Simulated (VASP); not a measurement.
# K (Im-3m) in VASP: settings compared

Aim: see how the results for K move with the level of theory and the settings. Levels: LDA, PBE. Tasks: relaxation of cell and atoms.

Everything below comes from runs of VASP 6.6.1. Logs are shortened: lines on timing, memory, paths and dates and some standing lists are left out, and cuts for length are marked.

### 1 The crystal as given

The structure is cubic, space group Im-3m (No. 229). Conventional cell: a = 5.047 Å, b = 5.047 Å, c = 5.047 Å, α = 90.00°, β = 90.00°, γ = 90.00°. K (site symmetry m-3m) has 8 K at 4.37 Å as nearest neighbours.

### 2 Relaxation of cell and atoms, LDA

Input file INCAR:

```
SYSTEM = K
ALGO = Normal ; EDIFF = 1E-7
EDIFFG = -0.005 ; ENCUT = 600
IBRION = 2 ; ISIF = 3
ISMEAR = 1 ; LASPH = .True.
LCHARG = .False. ; LREAL = .False.
LWAVE = .False. ; NELM = 80
NSW = 90 ; PREC = Accurate
SIGMA = 0.1
```

Input file KPOINTS:

```
k-points
0
Gamma
  10 10 10
  0 0 0
```

Input file POSCAR:

```
K                                       
1.0
   -2.5236012605      2.5236012605      2.5236012605
    2.5236012605     -2.5236012605      2.5236012605
    2.5236012605      2.5236012605     -2.5236012605
  K             
     1
Direct
     0.0000000000000000    0.0000000000000000    0.0000000000000000
```

Potentials or basis: VASP PAW LDA potentials, release 64 (K_sv).

The run is started by

```
cat potpaw_LDA.64/K_sv/POTCAR > POTCAR
mpirun -np 1 vasp_std > vasp.out
```

OUTCAR:

```text
SYSTEM = K
   EDIFF = 1E-7
   EDIFFG = -0.005
   ENCUT = 600
   IBRION = 2
   ISIF = 3
   ISMEAR = 1
   LASPH = .True.
   LREAL = .False.
   NELM = 80
   NSW = 90
   PREC = Accurate

 ion  position               nearest neighbor table
   1  0.000  0.000  0.000-

  LATTYP: Found a body centered cubic cell.
 ALAT       =     5.0472025210

  Lattice vectors:

 A1 = (  -2.5236012605,   2.5236012605,   2.5236012605)
 A2 = (   2.5236012605,  -2.5236012605,   2.5236012605)
 A3 = (   2.5236012605,   2.5236012605,  -2.5236012605)

Analysis of symmetry for initial positions (statically):
=====================================================================
 Subroutine PRICEL returns:
 Original cell was already a primitive cell.

 Routine SETGRP: Setting up the symmetry group for a
 body centered cubic supercell.

 Subroutine GETGRP returns: Found 48 space group operations
 (whereof 48 operations were pure point group operations)
 out of a pool of 48 trial point group operations.

The static configuration has the point symmetry O_h .

Analysis of symmetry for dynamics (positions and initial velocities):
=====================================================================
 Subroutine PRICEL returns:
 Original cell was already a primitive cell.

 Routine SETGRP: Setting up the symmetry group for a
 body centered cubic supercell.

 Subroutine GETGRP returns: Found 48 space group operations
 (whereof 48 operations were pure point group operations)
 out of a pool of 48 trial point group operations.

The dynamic configuration has the point symmetry O_h .

 Subroutine INISYM returns: Found 48 space group operations
 (whereof 48 operations are pure point group operations),
 and found     1 'primitive' translations

----------------------------------------------------------------------------------------

                                     Primitive cell

  volume of cell :      64.2869

  direct lattice vectors                    reciprocal lattice vectors
    -2.523601260  2.523601260  2.523601260     0.000000000  0.198129557  0.198129557
     2.523601260 -2.523601260  2.523601260     0.198129557  0.000000000  0.198129557
     2.523601260  2.523601260 -2.523601260     0.198129557  0.198129557  0.000000000

  length of vectors
     4.371005601  4.371005601  4.371005601     0.280197507  0.280197507  0.280197507

  position of ions in fractional coordinates (direct lattice)
     0.000000000  0.000000000  0.000000000

  ion indices of the primitive-cell ions
   primitive index   ion index
                 1           1

----------------------------------------------------------------------------------------

 KPOINTS: k-points

Automatic generation of k-mesh.
 Grid dimensions read from file:
 generate k-points for:   10   10   10

 Generating k-lattice:

  Cartesian coordinates                     Fractional coordinates (reciprocal lattice)
     0.000000000  0.019812956  0.019812956     0.100000000  0.000000000  0.000000000
     0.019812956  0.000000000  0.019812956     0.000000000  0.100000000  0.000000000
     0.019812956  0.019812956  0.000000000     0.000000000  0.000000000  0.100000000

  Length of vectors
     0.028019751  0.028019751  0.028019751

  Shift w.r.t. Gamma in fractional coordinates (k-lattice)
     0.000000000  0.000000000  0.000000000

 Subroutine IBZKPT returns following result:
 ===========================================

 Found     47 irreducible k-points:

 Following reciprocal coordinates:
            Coordinates               Weight
  0.000000  0.000000  0.000000      1.000000
  0.100000  0.000000  0.000000     12.000000
  0.200000  0.000000  0.000000     12.000000
  0.300000  0.000000  0.000000     12.000000
  0.400000  0.000000  0.000000     12.000000
  0.500000  0.000000  0.000000      6.000000
[... 16 lines left out ...]
  0.300000  0.300000  0.100000      8.000000
 -0.300000  0.300000  0.100000     24.000000
 [... further k-points ...]
   k-points           NKPTS =     47   k-points in BZ     NKDIM =     47   number of bands    NBANDS=      8
   number of dos      NEDOS =    301   number of ions     NIONS =      1
   total plane-waves  NPLWV =  46656
   dimension x,y,z NGX =    36 NGY =   36 NGZ =   36
   dimension x,y,z NGXF=    72 NGYF=   72 NGZF=   72
   ions per type =               1
   NGX,Y,Z   is equivalent  to a cutoff of  13.69, 13.69, 13.69 a.u.
   NGXF,Y,Z  is equivalent  to a cutoff of  27.38, 27.38, 27.38 a.u.
 SYSTEM =  K
   PREC   = accura    normal or accurate (medium, high low for compatibility)
   ISTART =      0    job   : 0-new  1-cont  2-samecut
   ICHARG =      2    charge: 1-file 2-atom 10-const
   ISPIN  =      1    spin polarized calculation?
   LNONCOLLINEAR =      F non collinear calculations
   LSORBIT =      F    spin-orbit coupling
   LASPH  =      T    aspherical Exc in radial PAW
   ENCUT  =  600.0 eV  44.10 Ry    6.64 a.u.   8.73  8.73  8.73*2*pi/ulx,y,z
   NELM   =     80;   NELMIN=  2; NELMDL= -5     # of ELM steps
   EDIFF  = 0.1E-06   stopping-criterion for ELM
   LREAL  =      F    real-space projection
   EDIFFG = -.5E-02   stopping-criterion for IOM
   NSW    =     90    number of steps for IOM
   IBRION =      2    ionic relax: 0-MD 1-quasi-New 2-CG
   NFREE  =      1    steps in history (QN), initial steepest desc. (CG)
   ISIF   =      3    stress and relaxation
   ISYM   =      2    0-nonsym 1-usesym 2-fastsym
   POTIM  = 0.5000    time-step for ionic-motion
   TEBEG  =    0.0;   TEEND  =   0.0 temperature during run
   PSTRESS=    0.0 pullay stress
   NELECT =       9.0000    total number of electrons
   NUPDOWN=      -1.0000    fix difference up-down
   EMIN   =  10.00;   EMAX   =-10.00  energy-range for DOS
   EFERMI =   0.00;   METHOD = LEGACY
   ISMEAR =     1;   SIGMA  =   0.10  broadening in eV -4-tet -1-fermi 0-gaus
   EFERMI_NEDOS =   21; number of points for ismear=-14 and -15
   IALGO  =     38    algorithm
   IMIX   =      4    mixing-type and parameters
     AMIX     =   0.40;   BMIX     =  1.00
     AMIX_MAG =   1.60;   BMIX_MAG =  1.00
  volume/ion in A,a.u.               =      64.29       433.83
  Fermi-wavevector in a.u.,A,eV,Ry     =   0.850057  1.606376  9.831538  0.722598
  Thomas-Fermi vector in A             =   1.965975
   LORBIT       =      0    0 simple, 1 ext, 2 COOP (PROOUT), +10 PAW based schemes
   GGA     = CA    functional components
   LHFCALC =     F    Hartree Fock is set to
   AEXX    =    0.0000 exact exchange contribution
   IVDW    =     0    specifies the selected vdW correction
   LEPSILON=     F    determine dielectric tensor
   LRPA    =     F    only Hartree local field effects (RPA)
 conjugate gradient relaxation of ions
 non-spin polarized calculation
 Methfessel and Paxton  Order N= 1 SIGMA  =   0.10
  energy-cutoff  :      600.00
  volume of cell :       64.29
 maximum number of plane-waves:      2214
   NGX = 17   NGY = 17   NGZ = 17

 number of electron       9.0000001 magnetization

 Free energy of the ion-electron system (eV)
  ---------------------------------------------------
  ext. energy  EPLUGINS =         0.00000000
  ---------------------------------------------------
  free energy    TOTEN  =        -1.16133049 eV

  energy without entropy =       -1.16033956  energy(sigma->0) =       -1.16100018

 E-fermi :  -0.0048     XC(G=0):  -6.2273

 val. band max:       -0.0113955951   @ k =   0.3000   0.2000  -0.0000
 cond. band min:       0.0880959359   @ k =  -0.4000   0.4000   0.2000
 fundamental gap:      0.0994915310
 Fermi energy:        -0.0048373386

 k-point     1 :       0.0000    0.0000    0.0000
  band No.  band energies     occupation
      1     -31.7472      2.00000
      2     -15.4145      2.00000
      3     -15.4145      2.00000
      4     -15.4145      2.00000
      5      -2.3676      2.00000
      6       4.2749      0.00000
      7       4.2749      0.00000
      8       4.2749      0.00000

 k-point     2 :       0.1000    0.0000    0.0000
  band No.  band energies     occupation
      1     -31.7464      2.00000
      2     -15.4256      2.00000
      3     -15.4181      2.00000
      4     -15.4145      2.00000
      5      -2.2278      2.00000
      6       4.0939      0.00000
      7       4.1154      0.00000
      8       4.3926      0.00000

 k-point     3 :       0.2000    0.0000    0.0000
  band No.  band energies     occupation
      1     -31.7444      2.00000
      2     -15.4542      2.00000
      3     -15.4274      2.00000
      4     -15.4146      2.00000
      5      -1.8201      2.00000
      6       3.4155      0.00000
      7       3.7673      0.00000
      8       4.7404      0.00000

 k-point     4 :       0.3000    0.0000    0.0000
  band No.  band energies     occupation
      1     -31.7418      2.00000
      2     -15.4891      2.00000
      3     -15.4389      2.00000
      4     -15.4146      2.00000
      5      -1.1783      2.00000
      6       2.5175      0.00000
      7       3.4230      0.00000
      8       5.1496      0.00000

 k-point     5 :       0.4000    0.0000    0.0000
  band No.  band energies     occupation
      1     -31.7397      2.00000
      2     -15.5169      2.00000
      3     -15.4482      2.00000
      4     -15.4147      2.00000
      5      -0.3619      2.00001
      6       1.5840     -0.00000
      7       3.1881      0.00000
      8       5.0969      0.00000

 k-point     6 :       0.5000    0.0000    0.0000
  band No.  band energies     occupation
      1     -31.7389      2.00000
      2     -15.5274      2.00000
      3     -15.4517      2.00000
      4     -15.4147      2.00000
      5       0.3867     -0.00000
      6       0.8068     -0.00000
      7       3.1060      0.00000
      8       5.0072      0.00000

 k-point     7 :       0.1000    0.1000    0.0000
  band No.  band energies     occupation
      1     -31.7450      2.00000
      2     -15.4453      2.00000
      3     -15.4220      2.00000
      4     -15.4172      2.00000
      5      -1.9539      2.00000
      6       3.7036      0.00000
      7       3.8117      0.00000
      8       4.6156      0.00000

 k-point     8 :       0.2000    0.1000    0.0000
  band No.  band energies     occupation
      1     -31.7427      2.00000
      2     -15.4751      2.00000
      3     -15.4332      2.00000
      4     -15.4183      2.00000
      5      -1.4281      2.00000
      6       2.9587      0.00000
      7       3.4267      0.00000
      8       4.9301      0.00000

 k-point     9 :       0.3000    0.1000    0.0000
  band No.  band energies     occupation
      1     -31.7403      2.00000
      2     -15.5039      2.00000
      3     -15.4458      2.00000
      4     -15.4186      2.00000
      5      -0.6945      2.00000
      6       2.0833      0.00000
      7       3.1349      0.00000
      8       4.9787      0.00000

 k-point    10 :       0.4000    0.1000    0.0000
  band No.  band energies     occupation
      1     -31.7389      2.00000
      2     -15.5214      2.00000
      3     -15.4538      2.00000
      4     -15.4188      2.00000
      5       0.1681     -0.03456
      6       1.1754     -0.00000
      7       2.9792      0.00000
      8       4.8674      0.00000
[... 78 lines left out ...]
 k-point    18 :       0.4000    0.1000    0.1000
  band No.  band energies     occupation
      1     -31.7387      2.00000
      2     -15.5161      2.00000
      3     -15.4579      2.00000
      4     -15.4249      2.00000
      5       0.6674     -0.00000
      6       0.9148     -0.00000
      7       2.6269      0.00000
      8       4.7643      0.00000

 k-point    19 :      -0.1000    0.1000    0.1000
  band No.  band energies     occupation
      1     -31.7457      2.00000
      2     -15.4288      2.00000
      3     -15.4217      2.00000
      4     -15.4217      2.00000
      5      -2.0898      2.00000
      6       4.0486      0.00000
      7       4.0486      0.00000
      8       4.4360      0.00000

 k-point    20 :       0.2000    0.2000    0.1000
  band No.  band energies     occupation
      1     -31.7396      2.00000
      2     -15.5043      2.00000
      3     -15.4484      2.00000
      4     -15.4317      2.00000
      5      -0.2232      2.00844
      6       2.1078      0.00000
      7       2.4100      0.00000
      8       4.8370      0.00000

 k-point    21 :       0.3000    0.2000    0.1000
  band No.  band energies     occupation
      1     -31.7386      2.00000
      2     -15.5035      2.00000
      3     -15.4644      2.00000
      4     -15.4343      2.00000
      5       0.6118     -0.00000
      6       1.4508     -0.00000
      7       2.1793      0.00000
      8       4.3813      0.00000

 k-point    22 :      -0.2000    0.2000    0.1000
  band No.  band energies     occupation
      1     -31.7436      2.00000
      2     -15.4542      2.00000
      3     -15.4312      2.00000
      4     -15.4234      2.00000
      5      -1.6869      2.00000
      6       3.4576      0.00000
      7       3.7718      0.00000
      8       4.3800      0.00000

 k-point    23 :       0.3000    0.3000    0.1000
  band No.  band energies     occupation
      1     -31.7383      2.00000
      2     -15.4851      2.00000
      3     -15.4851      2.00000
      4     -15.4378      2.00000
      5       1.3116     -0.00000
      6       1.3116     -0.00000
      7       1.6334     -0.00000
      8       4.1061      0.00000

 k-point    24 :      -0.3000    0.3000    0.1000
  band No.  band energies     occupation
      1     -31.7411      2.00000
      2     -15.4875      2.00000
      3     -15.4428      2.00000
      4     -15.4230      2.00000
      5      -1.0526      2.00000
      6       2.5641      0.00000
      7       3.4626      0.00000
      8       4.4627      0.00000

 [... further k-points ...]
[... 5 lines left out ...]
  --------------------------------------------------------------------------------------
  -------------------------------------------------------------------------------------
  Total       -0.0040317     -0.0040317     -0.0040317      0.0000000     -0.0000000      0.0000000
  in kB       -0.1004790     -0.1004790     -0.1004790      0.0000000     -0.0000000      0.0000000
  external PRESSURE =      -0.1004790 kB  Pullay stress =       0.0000000 kB

 VOLUME and BASIS-vectors are now :
 -----------------------------------------------------------------------------
  energy-cutoff  :      600.00
  volume of cell :       64.29
      direct lattice vectors                 reciprocal lattice vectors
    -2.523601260  2.523601260  2.523601260     0.000000000  0.198129557  0.198129557
     2.523601260 -2.523601260  2.523601260     0.198129557  0.000000000  0.198129557
     2.523601260  2.523601260 -2.523601260     0.198129557  0.198129557  0.000000000

 POSITION                                       TOTAL-FORCE (eV/Angst)
 -----------------------------------------------------------------------------------
      0.00000      0.00000      0.00000         0.000000     -0.000000      0.000000
 -----------------------------------------------------------------------------------
    total drift:                               -0.000000      0.000000      0.000000

  FREE ENERGIE OF THE ION-ELECTRON SYSTEM (eV)
  ---------------------------------------------------
  free  energy   TOTEN  =        -1.1613304861 eV

  energy  without entropy=       -1.1603395592  energy(sigma->0) =       -1.16100018

 reached required accuracy - stopping structural energy minimisation
```

Wall time 17 s (1 thread of Intel Xeon 6975P-C (Granite Rapids), shared host); peak memory 0.18 GiB.

What came out:

| Quantity | Value |
| --- | --- |
| Free energy | -1.1613 eV |
| Pressure after relaxing | 0.0 GPa |
| Band gap on the k mesh | none (metal or under the smearing width) |

Final structure:
```xyz
1
Lattice="-2.5236 2.5236 2.5236 2.5236 -2.5236 2.5236 2.5236 2.5236 -2.5236" Properties=species:S:1:pos:R:3 pbc="T T T"
K     0.0000    0.0000    0.0000
```

Levels at points of the mesh, in eV from the Fermi level:
| k point | band 2 | band 3 | band 4 | band 5 | band 6 | band 7 | band 8 |
| --- | --- | --- | --- | --- | --- | --- | --- |
| (0.00, 0.00, 0.00) | -15.41 | -15.41 | -15.41 | -2.36 | 4.28 | 4.28 | 4.28 |
| (0.50, 0.00, 0.00) | -15.52 | -15.45 | -15.41 | 0.39 | 0.81 | 3.11 | 5.01 |
| (0.50, 0.50, 0.50) | -15.49 | -15.49 | -15.49 | 1.59 | 1.59 | 3.83 | 3.83 |

Caveat: the relaxation stopped at its first step, so nothing moved.

### 3 Relaxation of cell and atoms, PBE

This run uses another cell than the first one, of 71.32 Å³/atom, 1.109 times its volume.

Input file INCAR:

```
  PREC = Accurate
  ENCUT = 600
  EDIFF = 1E-6
  ISMEAR = 1
  SIGMA = 0.1
  LREAL = F
  LASPH = T
  NELM = 80
  ALGO = Normal
  ISIF = 3
  LWAVE = F
  LCHARG = F
  GGA = PE
  IBRION = 2
  NSW = 90
  EDIFFG = -0.01
  KPAR = 2
```

Input file KPOINTS:

```
regular mesh
0
Gamma
  10 10 10
```

Input file POSCAR:

```
K
1.0
   -2.6125000000      2.6125000000      2.6125000000
    2.6125000000     -2.6125000000      2.6125000000
    2.6125000000      2.6125000000     -2.6125000000
K
1
Direct
    0.0000000000      0.0000000000      0.0000000000
```

Potentials or basis: VASP PAW PBE potentials, release 64 (K_sv).

The run is started by

```
cat potpaw_PBE.64/K_sv/POTCAR > POTCAR
mpirun -np 2 vasp_std > vasp.out
```

It took 14 s on 2 MPI ranks of Intel Xeon 6975P-C (Granite Rapids), shared host; peak memory 0.21 GiB.

It converged, with:

```
Free energy                            : -1.0442 eV
Relaxed volume                         : 73.50 Å³/atom
Relaxed cell                           : a = 4.571 Å, b = 4.571 Å, c = 4.571 Å, α = 109.47°, β = 109.47°, γ = 109.47°
Space group after relaxing (to 0.05 Å) : Im-3m (No. 229)
Energy gained by relaxing              : 1.0 meV/atom
Ionic steps                            : 3
Pressure after relaxing                : 0.0 GPa
Band gap on the k mesh                 : none (metal or under the smearing width)
```

Step by step:
| step | energy change (eV) | largest force (eV/Å) | pressure (GPa) | volume (Å³) |
| --- | --- | --- | --- | --- |
| 1 | 0.0000 | 0.0000 | 0.13 | 71.32 |
| 2 | -0.0004 | 0.0000 | 0.09 | 71.94 |
| 3 | -0.0010 | 0.0000 | 0.01 | 73.50 |

Final structure:
```yaml
crystal:
  lattice:
    - [-2.63885, 2.63885, 2.63885]
    - [2.63885, -2.63885, 2.63885]
    - [2.63885, 2.63885, -2.63885]
  atoms:
    - { symbol: K, position: [0.00000, 0.00000, 0.00000] }
```

Levels at points of the mesh, in eV from the Fermi level:
| k point | band 3 | band 4 | band 5 | band 6 | band 7 | band 8 |
| --- | --- | --- | --- | --- | --- | --- |
| (0.00, 0.00, 0.00) | -15.58 | -15.58 | -2.15 | 4.30 | 4.30 | 4.30 |
| (0.50, 0.00, 0.00) | -15.60 | -15.58 | 0.45 | 0.69 | 3.17 | 4.87 |
| (0.50, 0.50, 0.50) | -15.63 | -15.63 | 1.68 | 1.68 | 3.48 | 3.48 |
